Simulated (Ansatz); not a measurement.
**In: a listed cell, distorted in several ways**

A set of self-consistent runs on In under further strains and shifts, swapped elements, distortions that keep the symmetry, other functionals, to map its energy surface near the listed cell.

Method: DFT PBE, scalar-relativistic, plane waves, PAW, in Ansatz 0.2.0.

1 further run of the same task is left out (set aside as unsound or not needed).

### 1 Starting point

The structure is tetragonal, space group I4/mmm (No. 139). The conventional cell has a = 3.252 Å, b = 3.252 Å, c = 4.948 Å, α = 90.00°, β = 90.00°, γ = 90.00°. Around In (site symmetry 4/mmm) lie 12 In at 3.25 to 3.38 Å.

Structure file:

```cif
data_structure
_symmetry_space_group_name_H-M 'I4/mmm'
_symmetry_Int_Tables_number 139
_cell_length_a 3.2523
_cell_length_b 3.2523
_cell_length_c 4.9479
_cell_angle_alpha 90.000
_cell_angle_beta 90.000
_cell_angle_gamma 90.000
_cell_volume 52.34
loop_
_atom_site_label
_atom_site_type_symbol
_atom_site_symmetry_multiplicity
_atom_site_Wyckoff_symbol
_atom_site_fract_x
_atom_site_fract_y
_atom_site_fract_z
_atom_site_occupancy
In1 In 2 a 0.00000 0.00000 0.00000 1
```

The structure comes from the Crystallography Open Database.

### 2 A distortion that keeps the symmetry

What differs from the listed cell: strain xx, yy, zz, yz, xz, xy = -1.9, -1.9, +7.1, +0.0, +0.0, +0.0 %.

Contents of input.yaml:

```yaml
crystal:
  lattice:
    - [-1.5951393195, 1.5951393195, 2.6494272735]
    - [1.5951393195, -1.5951393195, 2.6494272735]
    - [1.5951393195, 1.5951393195, -2.6494272735]
  atoms:
    - { symbol: In, position: [0.0, 0.0, 0.0] }
basis:
  ecutwfc: 420
kpoints:
  mp_grid: { grid: [18, 18, 18] }
hamiltonian:
  xc: pbe
scf:
  occupations: { method: gaussian, width: 0.1 }
output:
  forces: true
  stress: true
  eigenvalues: true
  populations: true
```

Run with:

```
$ ansatz run input.yaml --threads 1 --pin off --max-ram 1331MiB --backend cpu --events-out ev --progress --plain --runs-dir out
```

### 3 A change within a subgroup

Contents of input.yaml:

```yaml
crystal:
  lattice:
    - [-1.6676820075, 1.7302234635, 2.6288934885]
    - [1.7302234635, -1.6676820075, 2.6288934885]
    - [1.6281990855, 1.6281990855, -2.5877844165]
  atoms:
    - { symbol: In, position: [0.0, 0.0, 0.0] }
basis:
  ecutwfc: 420
kpoints:
  mp_grid: { grid: [12, 12, 16] }
hamiltonian:
  xc: pbe
scf:
  occupations: { method: gaussian, width: 0.1 }
output:
  forces: true
  stress: true
  eigenvalues: true
```

### 4 A distortion of lower symmetry

Contents of input.yaml:

```yaml
crystal:
  lattice:
    - [-1.71428733, 1.71428733, 2.715951789]
    - [1.71428733, -1.71428733, 2.715951789]
    - [1.563445656, 1.563445656, -2.715951789]
  atoms:
    - { symbol: In, position: [0.0, 0.0, 0.0] }
basis:
  ecutwfc: 420
kpoints:
  mp_grid: { grid: [16, 16, 16] }
hamiltonian:
  xc: pbe
scf:
  occupations: { method: gaussian, width: 0.1 }
output:
  forces: true
  stress: true
  eigenvalues: true
```

### 5 Another functional, on a distorted cell: r2SCAN

Contents of input.yaml:

```yaml
crystal:
  lattice:
    - [-1.6714057545, 1.6714057545, 2.5428000285]
    - [1.6714057545, -1.6714057545, 2.5428000285]
    - [1.6714057545, 1.6714057545, -2.5428000285]
  atoms:
    - { symbol: In, position: [0.0, 0.0, 0.0] }
basis:
  ecutwfc: 500
kpoints:
  mp_grid: { grid: [18, 18, 18] }
hamiltonian:
  xc: r2scan
scf:
  occupations: { method: gaussian, width: 0.1 }
output:
  forces: true
  stress: true
  eigenvalues: true
```

### 6 Substitution of an element, cell strained: In → Ga, first probe

Contents of input.yaml:

```yaml
crystal:
  lattice:
    - [-1.4420869976, 1.4420869976, 2.1939249933]
    - [1.4420869976, -1.4420869976, 2.1939249933]
    - [1.4420869976, 1.4420869976, -2.1939249933]
  atoms:
    - { symbol: Ga, position: [0.0, 0.0, 0.0] }
basis:
  ecutwfc: 420
kpoints:
  mp_grid: { grid: [8, 8, 8] }
hamiltonian:
  xc: pbe
scf:
  occupations: { method: gaussian, width: 0.1 }
output:
  forces: true
  stress: true
  eigenvalues: true
```

### 7 Substitution of an element, cell strained: In → Ga

Edit input.yaml of step 6 so:

```diff
@@ -10,3 +10,3 @@
 kpoints:
-  mp_grid: { grid: [8, 8, 8] }
+  mp_grid: { grid: [20, 20, 20] }
 hamiltonian:
```

### 8 A change within a subgroup

Contents of input.yaml:

```yaml
crystal:
  lattice:
    - [-1.53495348, 1.53495348, 2.3502844155]
    - [1.83182748, -1.83182748, 2.7405604155]
    - [1.469614773, 1.766488773, -2.5454224155]
  atoms:
    - { symbol: In, position: [0.0, 0.0, 0.0] }
basis:
  ecutwfc: 420
kpoints:
  mp_grid: { grid: [16, 16, 16] }
hamiltonian:
  xc: pbe
scf:
  occupations: { method: gaussian, width: 0.1 }
output:
  forces: true
  stress: true
  eigenvalues: true
```

### 9 A distortion that keeps the symmetry

Edit input.yaml of step 8 so:

```diff
@@ -2,5 +2,5 @@
   lattice:
-    - [-1.53495348, 1.53495348, 2.3502844155]
-    - [1.83182748, -1.83182748, 2.7405604155]
-    - [1.469614773, 1.766488773, -2.5454224155]
+    - [-1.6590470145, 1.6590470145, 2.4868887585]
+    - [1.6590470145, -1.6590470145, 2.4868887585]
+    - [1.6590470145, 1.6590470145, -2.4868887585]
   atoms:
```

**Question.** What will these runs give? Wanted: for each run, case; energy; pressure; largest force.

**Answer**, as computed:

| step | case | energy (meV/atom) | pressure (GPa) | largest force (eV/Å) | gap on the mesh (eV) |
| --- | --- | --- | --- | --- | --- |
| 2 | a distortion that keeps the symmetry | +0.0 | 0.8 | 0.00 | 0.00 |
| 3 | a change within a subgroup | +7.9* | -2.2 | 0.00 | 0.00 |
| 4 | a distortion of lower symmetry | +9.4* | -1.6 | 0.00 | 0.00 |
| 5 | another functional, on a distorted cell: r2SCAN | n/a | -2.6 | 0.00 | 0.00 |
| 7 | substitution of an element, cell strained: In → Ga | n/a | 2.0 | 0.00 | 0.00 |
| 8 | a change within a subgroup | +7.5* | 0.3 | 0.00 | 0.00 |
| 9 | a distortion that keeps the symmetry | -6.4* | 0.1 | 0.00 | 0.00 |

Energies are counted from step 2, with the smearing taken to zero; a star marks another k mesh, which can shift energies by itself, so starred rows don't rank against the others. Other atoms or functionals have another zero of energy (n/a). A gap of 0.00 means none on the mesh at this level.

The pressure is 0.8 GPa in the smallest cell and -2.2 GPa in the largest; between them shape and moved atoms count too. The distorted cells of the listed formula and level show no gap on the mesh.
